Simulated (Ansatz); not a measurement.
# NiO: the cost of one run

Program: Ansatz 0.2.0. Level of theory: DFT PBEsol, scalar-relativistic, plane waves, PAW. These are calculated values, not measurements.

## 1. The system as given

Symmetry: Fm-3m, No. 225, cubic system. The conventional cell has a = 4.183 Å, b = 4.183 Å, c = 4.183 Å, α = 90.00°, β = 90.00°, γ = 90.00°. Ni (site symmetry m-3m) has 6 O at 2.09 Å as nearest neighbours. Around O (site symmetry m-3m) lie 6 Ni at 2.09 Å.

As a file:

```cif
data_structure
_symmetry_space_group_name_H-M 'P 1'
_symmetry_Int_Tables_number 1
_cell_length_a 2.9576
_cell_length_b 2.9576
_cell_length_c 2.9576
_cell_angle_alpha 60.000
_cell_angle_beta 60.000
_cell_angle_gamma 60.000
_cell_volume 18.29
loop_
_atom_site_label
_atom_site_type_symbol
_atom_site_fract_x
_atom_site_fract_y
_atom_site_fract_z
_atom_site_occupancy
Ni1 Ni 0.00000 0.00000 0.00000 1
O1 O 0.50000 0.50000 0.50000 1
```

No relaxation comes first: the listed cell is the starting point.

## 2. The reference cell

The reference gives a free energy of -6364.2637 eV, pressure -8.26 GPa, largest force 0.000 eV/Å and gap on the mesh none (metal). It was computed beforehand with the settings of the runs below.

## 3. Setting up a strain scan

The cell is strained by ε times the Voigt pattern (1, 0, 0, 0, 0, 0) (xx, yy, zz, yz, xz, xy; engineering shear), with fractional coordinates fixed (clamped ions). The stress on the pattern is the sum of the stress components weighted by it, tension positive.

## 4. ε = -0.0200

Input file input.yaml:

```yaml
crystal:
  lattice:
    - [0.0, 2.09131, 2.09131]
    - [2.0494838, 0.0, 2.09131]
    - [2.0494838, 2.09131, 0.0]
  atoms:
    - { symbol: Ni, position: [0.0, 0.0, 0.0], spin: 1.05 }
    - { symbol: O, position: [0.5, 0.5, 0.5], spin: 0.17 }
basis:
  ecutwfc: 420
kpoints:
  mp_grid: { grid: [20, 20, 20] }
hamiltonian:
  xc: pbesol
scf:
  occupations: { method: gaussian, width: 0.15 }
output:
  forces: true
  stress: true
  eigenvalues: true
  populations: true
magnetization:
  spin_polarized: true
```

Command:

```
$ ansatz run input.yaml --threads 1 --pin off --max-ram 2560MiB --backend cpu --events-out ev --progress --plain --runs-dir out
```

**Question.** How long does this run take on 1 thread of Intel Xeon Platinum 8259CL at 2.50GHz (Skylake/Cascade Lake), shared host, and how much memory does it need?

About 63 s, with a peak of 0.64 GiB.
